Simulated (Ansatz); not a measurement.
**LiF: the gap against volume**

LiF, Fm-3m, a = 4.067 Å. Ansatz: PBE, PAW, 420 eV, Γ-centred 10×10×10 mesh on 2 atoms, Gaussian smearing 0.02 eV; no spin polarisation. Symmetry fixes shape and atoms, so the cell is only scaled; x = ln(V/V0) with V0 = 8.409 Å³/atom. The gap is read at the mesh points alone.

| x | gap y (eV) |
| --- | --- |
| -0.1278 | 10.024 |
| -0.0943 | 9.694 |
| -0.0619 | ? |
| -0.0305 | 9.102 |
| 0.0000 | 8.836 |
| 0.0296 | 8.588 |
| 0.0583 | 8.355 |
| 0.0953 | 8.066 |

**Question.** Fit a straight line to the other rows, give the volume deformation potential of the gap and its pressure coefficient, and predict the missing gap. B0 = 67.2 GPa.

**Answer.** Means x = -0.009914, y = 8.9521; Σ(Δx)² = 0.03882, ΣΔxΔy = -0.3416; the slope is their ratio. y = 8.8649 − 8.7973 x. The slope is the deformation potential a = dE_g/d ln V = -8.80 eV, and dE_g/dP = −a/B0 = 131 meV/GPa. At x = -0.0619 the fit asked for gives 9.409 eV. The run gave 9.388 eV, so the fit is 0.021 eV too high, within the rms miss on the fitted rows (0.026 eV).

Semilocal functionals give gaps under the measured ones; changes of the gap mostly carry over better.